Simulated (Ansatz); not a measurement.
## How many bands does the GW gap of MgI2/InSe (heterobilayer) need?

How do accuracy and time trade against each other in G0W0 on MgI2/InSe (heterobilayer)?

Program: Ansatz 0.2.0. Level of theory: G0W0 on PBE, plane waves, PAW. Results are calculated unless marked as measured.

## (1) The structure

The cell holds 7 atoms: 1 Mg, 2 I, 2 In and 2 Se. Its edges and angles: a = 4.068 Å, b = 4.068 Å, c = 47.200 Å, α = 90.0°, β = 90.0°, γ = 120.0°. Regions: layer 1 (MgI2), 3 atoms (1 Mg and 2 I); layer 2 (InSe), 4 atoms (2 In and 2 Se). Vacuum lies along c.

Structure file:

```cif
data_structure
_symmetry_space_group_name_H-M 'P 1'
_symmetry_Int_Tables_number 1
_cell_length_a 4.0678
_cell_length_b 4.0678
_cell_length_c 47.2000
_cell_angle_alpha 90.000
_cell_angle_beta 90.000
_cell_angle_gamma 120.000
_cell_volume 676.37
loop_
_atom_site_label
_atom_site_type_symbol
_atom_site_fract_x
_atom_site_fract_y
_atom_site_fract_z
_atom_site_occupancy
Mg1 Mg 0.00000 0.00000 0.40892 1
I2 I 0.33333 0.66667 0.44486 1
I3 I 0.66667 0.33333 0.37287 1
In4 In 0.33333 0.66667 0.60018 1
In5 In 0.33333 0.66667 0.54094 1
Se6 Se 0.66667 0.33333 0.62713 1
Se7 Se 0.66667 0.33333 0.51402 1
```

The structure was relaxed with PBE-D3(BJ). The runs that relaxed it are not among those shown. Spin-orbit coupling is left out unless a step names it. The default PAW set here is soft_2. Its files were made with PBE. The Coulomb interaction is cut off across the vacuum.

## (2) 403 empty bands, screening to 41 eV

Now the one-shot GW correction: screening in the RPA, then the self-energy of the levels asked for.

Contents of input.yaml:

```yaml
crystal:
  lattice:
    - [4.0677755155, 0.0, 0.0]
    - [-2.0338877578, 3.5227969333, 0.0]
    - [0.0, 0.0, 47.2]
  atoms:
    - { symbol: Mg, position: [0.0, 0.0, 0.4089231438] }
    - { symbol: I, position: [0.3333333333, 0.6666666667, 0.4448572028] }
    - { symbol: I, position: [0.6666666667, 0.3333333333, 0.3728683059] }
    - { symbol: In, position: [0.3333333333, 0.6666666667, 0.6001844086] }
    - { symbol: In, position: [0.3333333333, 0.6666666667, 0.5409352797] }
    - { symbol: Se, position: [0.6666666667, 0.3333333333, 0.6271316941] }
    - { symbol: Se, position: [0.6666666667, 0.3333333333, 0.5140210936] }
  periodic: [true, true, false]
kpoints:
  mp_grid: { grid: [3, 3, 1] }
hamiltonian:
  xc: pbe
scf:
  occupations: { method: fixed }
gw:
  n_empty_bands: 403
  ecut_chi: 41
  qp_bands: [v2, c2]
  qp_kpoints: band_edges
  screening: { model: contour_deformation }
```

The run is started by

```
$ ansatz run input.yaml --threads 4 --pin off --max-ram 17510MiB --backend cpu --events-out ev --progress --plain --runs-dir out
```

Numbers of over 12 decimals in the logs are rounded to 6 here.

Log:

```text
Engine: ansatz 0.2.0, aarch64-unknown-linux-gnu
Pseudopotentials: kind: paw
Pseudopotential: Mg, paw, valence charge 10, recommended cutoff 420 eV (normal), Mg.paw.azcp
Pseudopotential: I, paw, valence charge 17, recommended cutoff 420 eV (normal), I.paw.azcp
Pseudopotential: In, paw, valence charge 13, recommended cutoff 420 eV (normal), In.paw.azcp
Pseudopotential: Se, paw, valence charge 16, recommended cutoff 420 eV (normal), Se.paw.azcp
Functional definition: PBE
  parameter kappa = 0.804
  parameter beta = 0.066725
  exchange = pbe_x(kappa = kappa, mu = beta*pi^2/3)
  correlation = pbe_c(beta = beta)
Crystal: 7 atoms, lattice volume = 676.374 Å³
Basis set: ecut = 420 eV, 13201 PW (Γ)
Bands: 62, of which v1, the nominal top of the filled ones, is band 51 counted from 1 (50 counted from 0)
Symmetry: 6 space group operations
Space group: P3m1 (ITA 156), of the structure as read, at distance tolerance 8.8e-5 Å
k-points: 3 of 9 (time reversal used)
Non-local potential: Mg, projectors of the file, l = 0: 3, l = 1: 2, l = 2: 1
Non-local potential: I, projectors of the file, l = 0: 2, l = 1: 2, l = 2: 2, l = 3: 2
Non-local potential: In, projectors of the file, l = 0: 2, l = 1: 2, l = 2: 2, l = 3: 2
Non-local potential: Se, projectors of the file, l = 0: 2, l = 1: 2, l = 2: 3, l = 3: 1
PAW form: soft (Blöchl's): semilocal exchange-correlation on the pseudo side does not see the compensation charge
PAW one-centre angular grid: Mg, 110 points (default); XC on 64 Gauss nodes
PAW one-centre angular grid: I, 590 points (default); XC on 64 Gauss nodes
PAW one-centre angular grid: In, 590 points (default); XC on 64 Gauss nodes
PAW one-centre angular grid: Se, 590 points (default); XC on 64 Gauss nodes
Initial density: superposition of atomic densities (neutral atoms: chi_scale 0, normalization atom), corrected by the library's trained network
Initial wavefunctions: pseudopotential atomic-orbital guess
Functional: x = pbe(κ = 0.804, μ = 0.219515), c = pbe(β = 0.066725)
SCF iter   1: F=—  HF=-39088.211171 eV  |F-HF|=—  |Δ(HF+E_count)|=         —  Δρ=8.43e-4  dr2=5.79e-2  ethr=1.77e-3  ⟨swp⟩=6.7  Hψ=721  notcnv=0  defer=27
preconditioner: auto → Resta (q_TF=auto, 1.990 Å⁻¹)  ε∞=1.6  [insulator: Δε(μ)=1.464 eV  Ē_g=13.116 eV  n_scr=106 (ndim 8)  ℏωp=10.5 eV  f_vac=0.672  ε∞_Penn≈1.6  vacuum switching on, ρ_ref=1.2e-2 e/Å³]
SCF iter   2: F=—  HF=-39088.235923 eV  |F-HF|=—  |Δ(HF+E_count)|=   2.48e-2  Δρ=1.61e-3  dr2=2.90e-1  ethr=5.67e-5  ⟨swp⟩=4.3  Hψ=348  notcnv=0  defer=27
SCF iter   3: F=—  HF=-39088.210256 eV  |F-HF|=—  |Δ(HF+E_count)|=   2.57e-2  Δρ=3.81e-4  dr2=4.35e-3  ethr=5.67e-5  ⟨swp⟩=4.3  Hψ=232  notcnv=0  defer=27
SCF iter   4: F=—  HF=-39088.210615 eV  |F-HF|=—  |Δ(HF+E_count)|=   3.59e-4  Δρ=1.97e-4  dr2=1.07e-3  ethr=4.26e-6  ⟨swp⟩=3.0  Hψ=323  notcnv=0  defer=27
SCF iter   5: F=—  HF=-39088.210546 eV  |F-HF|=—  |Δ(HF+E_count)|=   6.92e-5  Δρ=8.38e-5  dr2=6.52e-5  ethr=1.05e-6  ⟨swp⟩=2.3  Hψ=235  notcnv=0  defer=27
SCF iter   6: F=—  HF=-39088.210576 eV  |F-HF|=—  |Δ(HF+E_count)|=   2.99e-5  Δρ=3.43e-5  dr2=2.00e-5  ethr=6.39e-8  ⟨swp⟩=3.0  Hψ=345  notcnv=0  defer=27
SCF iter   7: F=—  HF=-39088.210578 eV  |F-HF|=—  |Δ(HF+E_count)|=   1.88e-6  Δρ=1.58e-5  dr2=2.69e-6  ethr=1.96e-8  ⟨swp⟩=3.0  Hψ=296  notcnv=0  defer=27
SCF iter   8: F=—  HF=-39088.210579 eV  |F-HF|=—  |Δ(HF+E_count)|=   9.59e-7  Δρ=6.30e-6  dr2=4.86e-7  ethr=2.63e-9  ⟨swp⟩=3.0  Hψ=316  notcnv=0  defer=27
SCF iter   9: F=-39088.210579 eV  HF=-39088.210579 eV  |F-HF|=3.36e-8  |Δ(HF+E_count)|=   3.52e-7  Δρ=2.02e-6  dr2=4.60e-8  ethr=9.80e-11  ⟨swp⟩=30.0  Hψ=1295  notcnv=0
SCF 1 converged in 9 iterations: F = -39088.210579 eV  dr2 = 4.60e-8
  greatest PAW one-centre occupation: 1.000 electrons in one spin orbital (limit 2), on the Mg atom at site 0 (counted from 0), in its partial waves of l = 0
NSCF: frozen V_eff on 3 k-points
G₀W₀ screening: q 1/3
[... further progress lines ...]
NSCF: frozen V_eff on 1 k-points
SCF converged after 9 iterations
Free energy (F): -39088.210579 eV
Harris-Foulkes:  -39088.210579 eV  (|F-HF|=3.36e-8)
Internal energy: -39088.210579 eV  (E = F + TS)
E sigma→0 (E₀):  -39088.210579 eV
Fermi energy:    -5.732777 eV
--- Per-component energies (eV) ---
  E_band       = -3242.689041
  E_kinetic    = 1177.979545
  E_local      = -465679.490170  (includes V_loc(G=0)·N_el)
  E_nonlocal   = -542.530483
  E_hartree    = 231762.099720
  E_xc         = -924.096539
  E_vxc        = -689.431218  (∫ρ·V_xc dr)
  E_paw        = -22059.321106  (= ΣΔE_a)
  E_vpaw       = -1033.428503  (= ΣTr[D̂ρ^β])
  E_aug_tail   = -0.001186  (compensation charges beyond the density's cutoff)
  E_ewald      = 217177.149641
  E_smearing   = -0.000000  (= −TS)
  E_closure    = -0.000000  (closes the sum)
  Σ components = -39088.210579   (vs F -39088.210579, Δ=0.00e0)
--- Band table (eV) ---
  k-point 0: bands = [... 47 lower, -6.2929, -6.2458, -6.2458, -5.7328, -4.2752, -3.1560, -1.9288 (-1.9288°), -1.2916 (-1.2916°), ... 7 higher]
  k-point 1: bands = [... 47 lower, -7.0052, -6.9504, -6.6634, -6.1751, -3.3619, -3.3087, -2.1824, -1.3215, ... 7 higher]
  k-point 2: bands = [... 47 lower, -7.3871, -7.2792, -6.9805, -6.8000, -3.2618, -2.7510, -1.9849, -1.8404, ... 7 higher]
  ° read free of the cell's end (the report's vacuum.weakly_bound_levels)
--- G₀W₀: contour deformation, 7 samples at zero and on the imaginary axis and 1 off it, 9 q-points, 403 empty bands' worth ---
  eigenvalues of the whole cell's RPA ε∞ on this k-mesh (on a slab, of 1 + 4πα/V) = 1.2600, 3.7097, 3.7097; static W/v taken at q = 0 is 0.362260
  bands read: the sum over 454 bands ends inside a degenerate multiplet in 1 slot, whose members it reads at an even weight; the widest, k=0: bands 454 to 455 (counted from 1) at 1/2 each
  gw.qp_kpoints: band_edges: 2 of 3 stored k-points solved, in 1 pass; an edge of the gap read off the rows below is read off those points alone
    valence top: of the k-points left out ik 2 came nearest to being solved in a further pass, in band 51 (counted from 1, as in the quasiparticle table): it holds the edge there only if its correction is more favourable than any solved in that band by at least 1.067 eV; those differ by 0.171 eV
    conduction bottom: of the k-points left out ik 2 came nearest to being solved in a further pass, in band 52 (counted from 1, as in the quasiparticle table): it holds the edge there only if its correction is more favourable than any solved in that band by at least 0.948 eV; those differ by 0.066 eV
    ik  band        ε_KS         Σx   Σc(E_QP)       V_xc       Z   E_QP_lin       E_QP  E_QP is
     0    50     -6.2458   -18.1052     2.3541   -15.3441  0.7499    -6.6579    -6.6529  root
     0    51     -5.7328   -15.1993     1.3779   -13.8025  0.7470    -5.7517    -5.7517  root
     0    52     -4.2752   -10.2424    -2.8871   -13.5859  0.7625    -3.8140    -3.8189  root
     0    53     -3.1560    -7.8321    -3.6213   -12.0437  0.7519    -2.5728    -2.5658  root
     1    50     -6.6634   -17.6528     2.3738   -14.7212  0.7564    -7.2310    -7.2211  root
     1    51     -6.1751   -15.4378     1.6694   -13.5783  0.7425    -6.3661    -6.3651  root
     1    52     -3.3619    -7.3594    -3.3223   -11.0724  0.7659    -2.9671    -2.9712  root
     1    53     -3.3087    -9.7939    -3.2079   -13.6398  0.7581    -2.6583    -2.6708  root
```

The job ended after 2.7 min (4 threads of Arm Neoverse V1, shared host; peak memory 4.8 GiB; 10 min of CPU time).

Numbers from this step:

```
bands summed                                 : 454
plane waves in the screening matrix          : 397
q-points in the mesh                         : 9
G0W0 gap on the mesh                         : 1.933 eV
k of the valence top                         : 0, 0, 0
k of the conduction bottom                   : 0, 0, 0
starting gap on the mesh                     : 1.458 eV
Z at the valence top                         : 0.7470
Z at the conduction bottom                   : 0.7625
least direct G0W0 gap on the computed points : 1.933 eV
```

The gap on the mesh goes from 1.46 eV to 1.93 eV, a correction of +0.48 eV. Between the two edge states, bare exchange in place of the xc potential would open the gap by 4.74 eV, and correlation takes back 4.27 eV.

## (3) 997 empty bands, screening to 75 eV

Another rung: the empty bands reach about as high as the screening cutoff, so the two stay in balance.

input.yaml, as its differences from that of step 2:

```diff
@@ -20,5 +20,6 @@
   occupations: { method: fixed }
+  convergence: { dr2_threshold: 1.0e-10 }
 gw:
-  n_empty_bands: 403
-  ecut_chi: 41
+  n_empty_bands: 997
+  ecut_chi: 75.0
   qp_bands: [v2, c2]
```

Log:

```text
[...]
Crystal: 7 atoms, lattice volume = 676.374 Å³
Basis set: ecut = 420 eV, 13201 PW (Γ)
Bands: 62, of which v1, the nominal top of the filled ones, is band 51 counted from 1 (50 counted from 0)
Symmetry: 6 space group operations
[...]
k-points: 3 of 9 (time reversal used)
[...]
SCF iter   1: F=—  HF=-39088.211171 eV  |F-HF|=—  |Δ(HF+E_count)|=         —  Δρ=8.43e-4  dr2=5.79e-2  ethr=1.77e-3  ⟨swp⟩=6.7  Hψ=721  notcnv=0  defer=27
[...]
SCF iter  14: F=-39088.210579 eV  HF=-39088.210579 eV  |F-HF|=1.75e-10  |Δ(HF+E_count)|=  2.18e-11  Δρ=3.82e-8  dr2=2.94e-11  ethr=1.00e-12  ⟨swp⟩=28.0  Hψ=1351  notcnv=0
SCF 1 converged in 14 iterations: F = -39088.210579 eV  dr2 = 2.94e-11
[...]
NSCF: frozen V_eff on 3 k-points
G₀W₀ screening: q 1/3
[... further progress lines ...]
[...]
SCF converged after 14 iterations
Free energy (F): -39088.210579 eV
[...]
Internal energy: -39088.210579 eV  (E = F + TS)
E sigma→0 (E₀):  -39088.210579 eV
Fermi energy:    -5.732936 eV
[...]
--- Band table (eV) ---
  k-point 0: bands = [... 47 lower, -6.2931, -6.2460, -6.2460, -5.7329, -4.2754, -3.1562, -1.9289 (-1.9289°), -1.2916 (-1.2916°), ... 7 higher]
  k-point 1: bands = [... 47 lower, -7.0054, -6.9505, -6.6635, -6.1752, -3.3620, -3.3088, -2.1825, -1.3216, ... 7 higher]
  k-point 2: bands = [... 47 lower, -7.3872, -7.2793, -6.9807, -6.8001, -3.2619, -2.7512, -1.9849, -1.8406, ... 7 higher]
  ° read free of the cell's end (the report's vacuum.weakly_bound_levels)
[...]
0    50     -6.2460   -18.1051     2.0344   -15.3437  0.7452    -6.9904    -6.9729  root
     0    51     -5.7329   -15.1993     1.1065   -13.8025  0.7424    -6.0252    -6.0232  root
     0    52     -4.2754   -10.2425    -3.1438   -13.5860  0.7593    -4.0749    -4.0758  root
     0    53     -3.1562    -7.8321    -3.8623   -12.0437  0.7501    -2.8003    -2.8070  root
     1    50     -6.6635   -17.6528     2.0625   -14.7212  0.7519    -7.5588    -7.5326  root
     1    51     -6.1752   -15.4378     1.3958   -13.5784  0.7389    -6.6450    -6.6389  root
     1    52     -3.3620    -7.3598    -3.5053   -11.0728  0.7647    -3.1533    -3.1544  root
     1    53     -3.3088    -9.7935    -3.4946   -13.6394  0.7555    -2.9544    -2.9576  root
```

Run time: 15 min. Hardware: 4 threads; peak memory 14 GiB; 56 min of CPU time.

Numbers from this step:

| Quantity | Value |
| --- | --- |
| bands summed | 1048 |
| plane waves in the screening matrix | 949 |
| q-points in the mesh | 9 |
| G0W0 gap on the mesh | 1.947 eV |
| k of the valence top | 0, 0, 0 |
| k of the conduction bottom | 0, 0, 0 |
| starting gap on the mesh | 1.458 eV |
| Z at the valence top | 0.7424 |
| Z at the conduction bottom | 0.7593 |
| least direct G0W0 gap on the computed points | 1.947 eV |

Against the run with 3×3×1 mesh, 403 empty bands, screening to 41 eV, the gap moves by +0.015 eV.

## (4) The runs together

Times are wall times on 4 threads of Arm Neoverse V1, shared host, good to a factor of about two.

| mesh | files | frequency | bands summed | cutoff (eV) | start (eV) | G0W0 (eV) | time | host memory (GiB) |
| --- | --- | --- | --- | --- | --- | --- | --- | --- |
| 3×3×1 | default PAW | contour deformation | 454 | 41 | 1.458 | 1.933 | 2.7 min | 4.8 |
| 3×3×1 | default PAW | contour deformation | 1048 | 75 | 1.458 | 1.947 | 15 min | 14 |

How the two edges are built up, in eV (the quasiparticle level is the starting level plus Σx plus Σc less Vxc):

| run | edge | start | Σx | Σc | Vxc | Z | QP |
| --- | --- | --- | --- | --- | --- | --- | --- |
| 454 bands | valence top | -5.73 | -15.20 | 1.38 | -13.80 | 0.75 | -5.75 |
| 454 bands | conduction bottom | -4.28 | -10.24 | -2.89 | -13.59 | 0.76 | -3.82 |
| 1048 bands | valence top | -5.73 | -15.20 | 1.11 | -13.80 | 0.74 | -6.02 |
| 1048 bands | conduction bottom | -4.28 | -10.24 | -3.14 | -13.59 | 0.76 | -4.08 |

## (5) What came out

| Quantity | Value |
| --- | --- |
| 454 bands, 41 eV | 1.933 eV |
| 1048 bands, 75 eV | 1.947 eV |
| estimated limit in bands and cutoff | 1.96 eV |
| mesh and start | 3×3×1, PBE |

A line in one over the bands through the two rungs gives 1.96 eV, +0.01 eV from the top rung; with two points alone it is an unchecked estimate. The rungs stand 0.03 eV (454 bands) and 0.01 eV (1048 bands) from it. From 454 to 1048 bands the gap moves by +0.01 eV while the time grows 5.4-fold. Σc changes by −0.27 eV at the valence top and −0.26 eV at the conduction bottom, so the levels themselves move more than the gap between them. The 3×3×1 mesh misses a band edge: over a band path and its finer mesh (run apart) the PBE gap is 1.41 eV, so the G0W0 gap over the zone may lie about 0.04 eV below its value on the mesh. The mesh in the plane is coarse for a sheet; gap and any exciton binding can still move on denser ones. The many-body steps are scalar-relativistic: spin-orbit coupling is not in them.

[Paths, hosts, dates, memory and timing lines, banners, echoed tables and standing remarks are left out of the program output.]

[Logs are printed without paths, hosts, clocks, repeated set-up lines and the standing remarks that a program may print on its own settings, such as how far it seeks lower states.]

[Runs of the session that timed out or met a known fault of the program may be left out.]

[Cells called generated may have been cut or substituted from an entry of the Crystallography Open Database or the Materials Project.]

[Hosts, paths, dates, database ids (printed as entryN), source tags and the programs' standing remarks are cut or masked in the printed files.]
